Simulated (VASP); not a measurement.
# CdS (Greenockite) (P6_3mc) in VASP: a series of runs

One crystal, CdS (Greenockite), is run at these levels: HSE06, PBE; tasks: single point.

Program: VASP 6.6.1. These are calculated values, not measurements. Logs are shortened: lines on timing, memory, paths and dates and some standing lists are left out, and cuts for length are marked.

### 1 Starting point

The structure is hexagonal, space group P6_3mc (No. 186). The conventional cell has a = 4.150 Å, b = 4.150 Å, c = 6.737 Å, α = 90.00°, β = 90.00°, γ = 120.00°. Around Cd (site symmetry 3m) lie 4 S at 2.53 to 2.54 Å. S (site symmetry 3m) has 4 Cd at 2.53 to 2.54 Å as nearest neighbours.

### 2 Single point, HSE06

The input, POSCAR:

```
CdS
1.0
    4.1500000000      0.0000000000      0.0000000000
   -2.0750000000      3.5940054257      0.0000000000
    0.0000000000      0.0000000000      6.7370000000
Cd S
2 2
Direct
    0.6666666667      0.3333333333      0.5000000000
    0.3333333333      0.6666666667      0.0000000000
    0.6666666667      0.3333333333      0.8750000000
    0.3333333333      0.6666666667      0.3750000000
```

The input, INCAR.step1:

```
ALGO = Normal
EDIFF = 1E-5
ENCUT = 300
GGA = PE
ISIF = 2
ISMEAR = 0
LASPH = T
LCHARG = F
LREAL = F
LWAVE = T
NBANDS = 26
NELM = 100
NKRED = 1
PREC = Accurate
SIGMA = 0.01
```

The input, INCAR.step2:

```
ALGO = Normal
EDIFF = 1E-6
ENCUT = 300
GGA = PE
HFSCREEN = 0.2
ISIF = 2
ISMEAR = 0
ISTART = 1
LASPH = T
LCHARG = F
LHFCALC = T
LREAL = F
LWAVE = F
NBANDS = 26
NELM = 100
NKRED = 1
PREC = Accurate
PRECFOCK = Fast
SIGMA = 0.01
```

The input, KPOINTS:

```
k-points
0
Gamma
  5 5 3
```

Potentials or basis: VASP PAW PBE potentials, release 64 (Cd, S).

The run is started by

```sh
cat potpaw_PBE.64/Cd/POTCAR potpaw_PBE.64/S/POTCAR > POTCAR
cp INCAR.step1 INCAR
mpirun -np 1 vasp_std > vasp.out
cp INCAR.step2 INCAR
mpirun -np 1 vasp_std > vasp.out
```

OUTCAR:

```text
EDIFF = 1E-6
   ENCUT = 300
   GGA = PE
   HFSCREEN = 0.2
   ISIF = 2
   ISMEAR = 0
   ISTART = 1
   LASPH = T
   LHFCALC = T
   LREAL = F
   NELM = 100
   NKRED = 1
   PREC = Accurate
   PRECFOCK = Fast

 Found     10 irreducible k-points:

 Following reciprocal coordinates:
            Coordinates               Weight
  0.000000  0.000000  0.000000      1.000000
  0.200000 -0.000000  0.000000      6.000000
  0.400000 -0.000000  0.000000      6.000000
  0.200000  0.200000  0.000000      6.000000
  0.400000  0.200000  0.000000      6.000000
  0.000000  0.000000  0.333333      2.000000
   k-points           NKPTS =     10   k-points in BZ     NKDIM =     75   number of bands    NBANDS=     26
   number of dos      NEDOS =    301   number of ions     NIONS =      4
   total plane-waves  NPLWV =  23040
   dimension x,y,z NGX =    24 NGY =   24 NGZ =   40
   dimension x,y,z NGXF=    48 NGYF=   48 NGZF=   80
   ions per type =               2   2
   NGX,Y,Z   is equivalent  to a cutoff of   9.61,  9.61,  9.87 a.u.
   NGXF,Y,Z  is equivalent  to a cutoff of  19.23, 19.23, 19.74 a.u.
 SYSTEM =  unknown system
   PREC   = accura    normal or accurate (medium, high low for compatibility)
   ISTART =      1    job   : 0-new  1-cont  2-samecut
   ICHARG =      0    charge: 1-file 2-atom 10-const
   ISPIN  =      1    spin polarized calculation?
   LNONCOLLINEAR =      F non collinear calculations
   LSORBIT =      F    spin-orbit coupling
   LASPH  =      T    aspherical Exc in radial PAW
   ENCUT  =  300.0 eV  22.05 Ry    4.70 a.u.   5.86  5.86  9.51*2*pi/ulx,y,z
   NELM   =    100;   NELMIN=  2; NELMDL=  0     # of ELM steps
   EDIFF  = 0.1E-05   stopping-criterion for ELM
   LREAL  =      F    real-space projection
   EDIFFG = 0.1E-04   stopping-criterion for IOM
   NSW    =      0    number of steps for IOM
   IBRION =     -1    ionic relax: 0-MD 1-quasi-New 2-CG
   NFREE  =      0    steps in history (QN), initial steepest desc. (CG)
   ISIF   =      2    stress and relaxation
   ISYM   =      3    0-nonsym 1-usesym 2-fastsym
   POTIM  = 0.5000    time-step for ionic-motion
   TEBEG  =    0.0;   TEEND  =   0.0 temperature during run
   PSTRESS=    0.0 pullay stress
   NELECT =      36.0000    total number of electrons
   NUPDOWN=      -1.0000    fix difference up-down
   EMIN   =  10.00;   EMAX   =-10.00  energy-range for DOS
   EFERMI =   0.00;   METHOD = LEGACY
   ISMEAR =     0;   SIGMA  =   0.01  broadening in eV -4-tet -1-fermi 0-gaus
   EFERMI_NEDOS =   21; number of points for ismear=-14 and -15
   IALGO  =     38    algorithm
   IMIX   =      1    mixing-type and parameters
     AMIX     =   0.40;   BMIX     =  1.00
     AMIX_MAG =   1.60;   BMIX_MAG =  1.00
  volume/ion in A,a.u.               =      25.12       169.52
  Fermi-wavevector in a.u.,A,eV,Ry     =   1.162727  2.197236 18.394190  1.351935
  Thomas-Fermi vector in A             =   2.299285
   LORBIT       =      0    0 simple, 1 ext, 2 COOP (PROOUT), +10 PAW based schemes
   GGA     = PE    functional components
   LHFCALC =     T    Hartree Fock is set to
   PRECFOCK=fast      Normal, Fast or Accurate (Low or Medium for compatibility)
   ENCUT4O =  -1.0   cutoff for four orbital integrals eV
   NKREDX  =     1    reduce k-point grid by
   NKREDY  =     1    reduce k-point grid by
   NKREDZ  =     1    reduce k-point grid by
   AEXX    =    0.2500 exact exchange contribution
   HFSCREEN=    0.2000 screening length (either q_TF or 0.3 A-1)
   HFSCREENC=   0.2000 screening length for correlation (either q_TF or 0.3 A-1)
   ENCUTFOCK=  -1.0 apply spherical cutoff to Coloumb kernel
   IVDW    =     0    specifies the selected vdW correction
   LEPSILON=     F    determine dielectric tensor
   LRPA    =     F    only Hartree local field effects (RPA)
 non-spin polarized calculation
 Gauss-broadening in eV      SIGMA  =   0.01
  energy-cutoff  :      300.00
  volume of cell :      100.48
 maximum number of plane-waves:      1199
 NGX is ok and might be reduce to    24
  NGX = 14; NGY = 14; NGZ = 24

 number of electron      36.0000027 magnetization

 Free energy of the ion-electron system (eV)
  ---------------------------------------------------
  ext. energy  EPLUGINS =         0.00000000
  ---------------------------------------------------
  free energy    TOTEN  =       -15.24960629 eV

  energy without entropy =      -15.24960629  energy(sigma->0) =      -15.24960629

 E-fermi :   0.6030     XC(G=0):  -7.5301

 val. band max:        0.5509318532   @ k =   0.0000   0.0000   0.0000
 cond. band min:       2.7840517174   @ k =   0.0000   0.0000   0.0000
 fundamental gap:      2.2331198642
 Fermi energy:         0.6030317782

 k-point     1 :       0.0000    0.0000    0.0000
  band No.  band energies     occupation
      1     -12.9455      2.00000
      2     -12.4908      2.00000
      3      -8.2336      2.00000
      4      -8.2117      2.00000
      5      -8.2117      2.00000
      6      -8.1247      2.00000
[... 18 lines left out ...]
     25       9.3871      0.00000
     26       9.5022      0.00000

 k-point     2 :       0.2000   -0.0000    0.0000
  band No.  band energies     occupation
      1     -12.8068      2.00000
      2     -12.4349      2.00000
      3      -8.1871      2.00000
      4      -8.1640      2.00000
      5      -8.0996      2.00000
      6      -8.0536      2.00000
[... 18 lines left out ...]
     25       9.4722      0.00000
[... 86 lines left out ...]
     25      10.8121      0.00000
     26      11.1566      0.00000

 k-point     6 :       0.0000    0.0000    0.3333
  band No.  band energies     occupation
      1     -12.8279      2.00000
      2     -12.5992      2.00000
      3      -8.1948      2.00000
      4      -8.1947      2.00000
      5      -8.1514      2.00000
      6      -8.1513      2.00000
[... 18 lines left out ...]
     25       8.8886      0.00000
     26       8.8886      0.00000

 [... further k-points ...]

------------------------ aborting loop because EDIFF is reached ----------------------------------------

  FORCE on cell =-STRESS in cart. coord.  units (eV):
  Direction    XX          YY          ZZ          XY          YZ          ZX
  --------------------------------------------------------------------------------------
  -------------------------------------------------------------------------------------
  Total        0.5711212      0.5711212      0.9323525      0.0000000      0.0000000      0.0000000
  in kB        9.1063748      9.1063748     14.8661110      0.0000000      0.0000000      0.0000000
  external PRESSURE =      11.0262869 kB  Pullay stress =       0.0000000 kB

 VOLUME and BASIS-vectors are now :
 -----------------------------------------------------------------------------
  energy-cutoff  :      300.00
  volume of cell :      100.48
      direct lattice vectors                 reciprocal lattice vectors
     4.150000000  0.000000000  0.000000000     0.240963855  0.139120547  0.000000000
    -2.075000000  3.594005426  0.000000000     0.000000000  0.278241094  0.000000000
     0.000000000  0.000000000  6.737000000     0.000000000  0.000000000  0.148434021

 POSITION                                       TOTAL-FORCE (eV/Angst)
 -----------------------------------------------------------------------------------
      2.07500      1.19800      3.36850         0.000000      0.000000     -0.071033
     -0.00000      2.39600      0.00000         0.000000      0.000000     -0.071033
      2.07500      1.19800      5.89487         0.000000     -0.000000      0.071033
     -0.00000      2.39600      2.52637        -0.000000      0.000000      0.071033
 -----------------------------------------------------------------------------------
    total drift:                               -0.000001     -0.000001     -0.000605

  FREE ENERGIE OF THE ION-ELECTRON SYSTEM (eV)
  ---------------------------------------------------
  free  energy   TOTEN  =       -15.2496062943 eV

  energy  without entropy=      -15.2496062943  energy(sigma->0) =      -15.24960629
```

OSZICAR.step1:

```text
N       E                     dE             d eps       ncg     rms          rms(c)
DAV:   1     0.171197375225E+03    0.17120E+03   -0.13169E+04   536   0.825E+02
DAV:   2    -0.550635303331E+01   -0.17670E+03   -0.17307E+03   596   0.254E+02
DAV:   3    -0.132689059764E+02   -0.77626E+01   -0.77246E+01   612   0.542E+01
DAV:   4    -0.133426215663E+02   -0.73716E-01   -0.73662E-01   614   0.507E+00
DAV:   5    -0.133437037156E+02   -0.10821E-02   -0.10821E-02   614   0.598E-01    0.115E+01
DAV:   6    -0.122760156057E+02    0.10677E+01   -0.18788E+00   636   0.134E+01    0.905E+00
DAV:   7    -0.122507890295E+02    0.25227E-01   -0.72868E-01   556   0.436E+00    0.386E+00
DAV:   8    -0.122460338572E+02    0.47552E-02   -0.85867E-02   556   0.269E+00    0.522E-01
DAV:   9    -0.122450852270E+02    0.94863E-03   -0.13674E-02   578   0.137E+00    0.129E-01
DAV:  10    -0.122452505107E+02   -0.16528E-03   -0.11394E-03   558   0.340E-01    0.109E-01
DAV:  11    -0.122454412009E+02   -0.19069E-03   -0.36203E-04   568   0.130E-01    0.472E-02
DAV:  12    -0.122454035698E+02    0.37631E-04   -0.14840E-04   600   0.112E-01    0.132E-02
DAV:  13    -0.122454076164E+02   -0.40466E-05   -0.23508E-05   452   0.245E-02
   1 F= -.12245408E+02 E0= -.12245408E+02  d E =-.231044E-11
```

Run time: 16 min. Hardware: 1 thread of Intel Xeon Platinum 8259CL at 2.50GHz (Skylake/Cascade Lake), shared host; peak memory 0.26 GiB.

The run converged, but some of its settings lie outside the range that counts as converged, so its numbers aren't taken as properties of the crystal.

Results:

* Free energy: -15.2496 eV
* Largest force: 0.071 eV/Å
* Band gap on the k mesh: 2.23 eV, direct

Caveat: the cutoff is under 1.25 times the usual one of these potentials, so pressure, stress and relaxed cells hold a basis-set (Pulay) error; the PAW data sets were made with another functional, which shifts forces and pressure a little.

### 3 Single point, HSE06

POSCAR is that of step 2.

Edit INCAR.step1 of step 2 so:

```diff
@@ -2,3 +2,3 @@
 EDIFF = 1E-5
-ENCUT = 300
+ENCUT = 400
 GGA = PE
```

Edit INCAR.step2 of step 2 so:

```diff
@@ -2,3 +2,3 @@
 EDIFF = 1E-6
-ENCUT = 300
+ENCUT = 400
 GGA = PE
```

KPOINTS is that of step 2.

Potentials or basis: VASP PAW PBE potentials, release 64 (Cd, S).

The run is started by

```sh
cat potpaw_PBE.64/Cd/POTCAR potpaw_PBE.64/S/POTCAR > POTCAR
cp INCAR.step1 INCAR
mpirun -np 1 vasp_std > vasp.out
cp INCAR.step2 INCAR
mpirun -np 1 vasp_std > vasp.out
```

Run time: 24 min. Hardware: 1 thread of Intel Xeon Platinum 8259CL at 2.50GHz (Skylake/Cascade Lake), shared host; peak memory 0.3 GiB.

These settings aren't checked as converged: the numbers below hold their error.

Results:

| Quantity | Value |
| --- | --- |
| Free energy | -15.2721 eV |
| Pressure | 0.8 GPa |
| Largest force | 0.071 eV/Å |
| Band gap on the k mesh | 2.24 eV, direct |

Caveat: the PAW data sets were made with another functional, which shifts forces and pressure a little.

### 4 Single point, PBE, spin-orbit coupling, no magnetisation

The input, INCAR:

```
ALGO     = Normal         # electronic algorithm
EDIFF    = 1E-8           # SCF threshold, eV
ENCUT    = 750            # plane-wave cutoff, eV
GGA      = PE             # functional
GGA_COMPAT= F            
ISIF     = 2              # what is computed and relaxed
ISMEAR   = 0              # smearing method
LASPH    = T              # aspherical terms in the spheres
LCHARG   = F              # write CHGCAR
LORBIT   = 11             # projections on sites
LREAL    = F              # projectors in reciprocal space
LSORBIT  = T              # spin-orbit coupling
LWAVE    = F              # write WAVECAR
MAGMOM   = 0 0 0 0 0 0 0 0 0 0 0 0 # initial moments
NBANDS   = 52             # bands
NELM     = 100            # most SCF steps
PREC     = Accurate       # precision mode
SIGMA    = 0.02           # smearing width, eV
```

The input, KPOINTS:

```
k-points
0
Gamma
  9 9 5
```

POSCAR is that of step 3.

The run is started by

```sh
cat potpaw_PBE.64/Cd/POTCAR potpaw_PBE.64/S/POTCAR > POTCAR
mpirun -np 1 vasp_ncl > vasp.out
```

It took 17 min on 1 thread of AMD EPYC 7R13 (Zen 3), shared host; peak memory 1.1 GiB.

Results (log left out):

```
Free energy                                           : -12.3268 eV
Pressure                                              : 2.4 GPa
Largest force                                         : 0.069 eV/Å
Valence electrons inside the program's atomic spheres : Cd 10.31; S 3.72
```

Forces on the atoms (eV/Å):
```
Cd   0.000  0.000 -0.069
Cd   0.000  0.000 -0.069
S    0.000  0.000  0.069
S    0.000  0.000  0.069
```

Stress tensor (GPa, compression positive):
```
2.17 0.00 0.00
0.00 2.17 0.00
0.00 0.00 2.84
```

### 5 Single point, PBE, spin-orbit coupling, no magnetisation

Edit INCAR of step 4 so:

```diff
@@ -1,4 +1,4 @@
 ALGO     = Normal         # electronic algorithm
-EDIFF    = 1E-8           # SCF threshold, eV
-ENCUT    = 750            # plane-wave cutoff, eV
+EDIFF    = 1E-7           # SCF threshold, eV
+ENCUT    = 600            # plane-wave cutoff, eV
 GGA      = PE             # functional
```

The input, KPOINTS:

```
k-points
0
Gamma
  8 8 4
```

POSCAR is that of step 4.

The run is started by

```sh
cat potpaw_PBE.64/Cd/POTCAR potpaw_PBE.64/S/POTCAR > POTCAR
mpirun -np 1 vasp_ncl > vasp.out
```

Wall time 7.2 min (1 thread of AMD EPYC 7R13 (Zen 3), shared host); peak memory 0.7 GiB.

These settings aren't checked as converged: the numbers below hold their error.

What came out:

```yaml
Free_energy: -12.3260 eV
Pressure: 2.3 GPa
Largest_force: 0.069 eV/Å
Valence_electrons_inside_the_program's_atomic_spheres: Cd 10.31; S 3.72
```

### 6 For comparison

An earlier run on the cell as given: functional PBEsol; potentials or basis VASP PAW PBE potentials, release 64 (Cd, S); cutoff 520 eV; k mesh 7 × 7 × 4; occupations fermi-dirac, width 0.05 eV; no spin polarisation.

- Pressure: -0.6 GPa
- Largest force: 0.067 eV/Å
- Band gap on the k mesh: 1.06 eV, direct
